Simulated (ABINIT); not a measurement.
In:

```
CELL_PARAMETERS angstrom
-1.62547 1.62547 2.47370
1.62547 -1.62547 2.47370
1.62547 1.62547 -2.47370
ATOMIC_POSITIONS crystal
In 0.00000 0.00000 0.00000
```

```yaml
Program: ABINIT 10.8.3 (patched build)
Task: relaxation of cell and atoms
Functional: PBE
Dispersion: D3
Potentials_or_basis: JTH PAW PBE v2.0
Cutoff: 599 eV
k_mesh: 11 × 11 × 11
Occupations: fermi-dirac, width 0.05 eV
Spin: no spin polarisation
```

At the start: pressure 0.7 GPa; volume 26.14 Å³/atom.

**Question.** How do energy, volume and symmetry change on relaxing?

**Answer.** Over 11 steps the energy falls by 3.0 meV/atom and the volume is 26.50 Å³/atom (+1.4 %); space group I4/mmm (No. 139, to 0.05 Å).

The path:
```tsv
step	energy change (eV)	largest force (eV/Å)	pressure (GPa)	volume (Å³)
1	0.0000	0.0000	0.67	26.14
2	-0.0003	0.0000	0.58	26.20
3	-0.0013	0.0000	-0.08	26.61
4	-0.0014	0.0000	-0.13	26.64
5	-0.0017	0.0000	-0.37	26.77
6	-0.0009	0.0000	-0.94	27.16
7	-0.0023	0.0000	-0.53	26.85
8	-0.0026	0.0000	-0.35	26.73
9	-0.0030	0.0000	-0.05	26.53
10	-0.0030	0.0000	0.01	26.49
11	-0.0030	0.0000	0.00	26.50
```

Final structure:
```cif
data_structure
_symmetry_space_group_name_H-M 'P 1'
_symmetry_Int_Tables_number 1
_cell_length_a 3.3656
_cell_length_b 3.3656
_cell_length_c 3.3656
_cell_angle_alpha 121.091
_cell_angle_beta 121.091
_cell_angle_gamma 88.121
_cell_volume 26.50
loop_
_atom_site_label
_atom_site_type_symbol
_atom_site_fract_x
_atom_site_fract_y
_atom_site_fract_z
_atom_site_occupancy
In1 In 0.00000 0.00000 0.00000 1
```

Caveat: pairwise dispersion overbinds metals, which lowers pressure and volume.
